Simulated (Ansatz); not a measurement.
Zone-centre phonons of AlP: input and output

Theory: Ansatz 0.2.0, DFT r2SCAN+D3(BJ), scalar-relativistic, plane waves, PAW.

Launched with:
```bash
ansatz run input.yaml --threads 1 --pin off --max-ram 2560MiB --backend cpu --events-out ev --progress --plain --runs-dir out
```

Input (bare energies are in eV):
```yaml
crystal:
  lattice:
    - [0.0, 2.7285, 2.7285]
    - [2.7285, 0.0, 2.7285]
    - [2.7285, 2.7285, 0.0]
  atoms:
    - { symbol: Al, position: [0.0, 0.0, 0.0] }
    - { symbol: P, position: [0.25, 0.25, 0.25] }
basis:
  ecutwfc: 500
kpoints:
  mp_grid: { grid: [8, 8, 8] }
hamiltonian:
  xc: r2scan
  dispersion: d3bj
scf:
  occupations: { method: fixed }
output:
  eigenvalues: true
phonons:
  method: dfpt
  dielectric: true
  rigid_motions: translations
  eigenvectors: true
```

The end of the output:
```
--- Phonons (Γ-DFPT): 2 representative perturbations + reference, on 95 of 512 k-points (Σ response iterations 10) ---
  k mesh reduced under 4 symmetry operations, with k and −k counted as one. Each operation leaves every solved perturbation unchanged. A smaller set is not considered because the functional reads the kinetic-energy density
  ASR residual: 3.826e-4 → 0.000e0 eV/Å²; symmetrization residual: 1.161e-6 eV/Å²
  pairwise dispersion correction: d3bj (s6 = 1.0, s8 = 0.78981345, a1 = 0.49484001, a2_bohr = 5.73083694), with the weights of each atom's references fixed at the reference crystal's, and the forces and stress that the weights' published ...
  ASR residual per site (eV/Å²): 3.83e-4 2.77e-5
  Γ frequencies (cm⁻¹): 0.00 0.00 0.00 445.89 445.89 445.89
  ε∞ (high-frequency dielectric tensor):
        7.313843    -0.000000    -0.000000
       -0.000000     7.313843     0.000000
       -0.000000     0.000000     7.313843
  ε⁰ (static dielectric tensor: ions relaxed, cell fixed):
        9.432426    -0.000000    -0.000000
       -0.000000     9.432426    -0.000000
       -0.000000    -0.000000     9.432426
  ε⁰ − ε∞ (ionic part):
        2.118583     0.000000     0.000000
        0.000000     2.118583    -0.000000
        0.000000    -0.000000     2.118583
  softest optical mode at Γ: 445.89 cm⁻¹; the repairs (sum rule, projections) moved no ω² at Γ by more than (1.98 cm⁻¹)²
  Born effective charges Z* (e; rows j = field, columns β = displacement):
    site 0:
         2.23937   -0.00000    0.00000
         0.00000    2.23937    0.00000
         0.00000    0.00000    2.23937
    site 1:
        -2.23937    0.00000   -0.00000
        -0.00000   -2.23937   -0.00000
        -0.00000   -0.00000   -2.23937
  Z* charge neutrality: 8.260e-4 e pre-enforcement
  solved inside a basis spanned on kpoints, on 8×8×8 k-points, its susceptibility summed on 12×12×12: ε∞ is read to err by 1.9e-2, Z* by 7.9e-3 e (field_mesh: kpoints solves on kpoints); Z* is corrected for ...
  optical modes at Γ without the LO–TO term, one row a degenerate level:
      ω (cm⁻¹) modes IR ((D/Å)²/amu)
        445.89      3            24.0695
  optical modes at Γ + LO–TO along q̂ = [1.0000, 0.0000, 0.0000]:
      ω (cm⁻¹) modes IR ((D/Å)²/amu)
        445.89      2            16.0463
        506.37      1             8.0232
  optical modes at Γ + LO–TO along q̂ = [0.0000, 1.0000, 0.0000]:
      ω (cm⁻¹) modes IR ((D/Å)²/amu)
        445.89      2            16.0463
        506.37      1             8.0232
  optical modes at Γ + LO–TO along q̂ = [0.0000, 0.0000, 1.0000]:
      ω (cm⁻¹) modes IR ((D/Å)²/amu)
        445.89      2            16.0463
        506.37      1             8.0232
```

The run took 2.5 min on 1 thread of Arm Neoverse N1, with other jobs on the host, peak memory 1.2 GiB.

The cell is the ideal cubic zincblende prototype.